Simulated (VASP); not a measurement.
Crystal: AlP.

```
Al P
1.0
     0.00000    2.73570    2.73570
     2.73570    0.00000    2.73570
     2.73570    2.73570    0.00000
Al P
1 1
Direct
  0.00000 0.00000 0.00000
  0.25000 0.25000 0.25000
```

Base run:

- Program: VASP 6.6.1
- Functional: HSE06
- Potentials or basis: VASP PAW PBE potentials, release 64 (Al, P)
- Cutoff: 520 eV
- k mesh: 6 × 6 × 6
- Occupations: gaussian, width 0.03 eV
- Spin: no spin polarisation

Its results: band gap on the k mesh 2.30 eV, indirect (least direct gap 4.19 eV); pressure 0.0 GPa.

Task: The run is repeated on the same cell with these changes: functional from HSE06 to PBEsol. What comes out?

Result: Band gap on the k mesh 1.45 eV, indirect (least direct gap 3.15 eV); pressure 0.0 GPa.

HSE06 gives the wider gap, since exact exchange removes part of the self-interaction.

Caveats: the PAW data sets were made with another functional, which shifts forces and pressure a little.
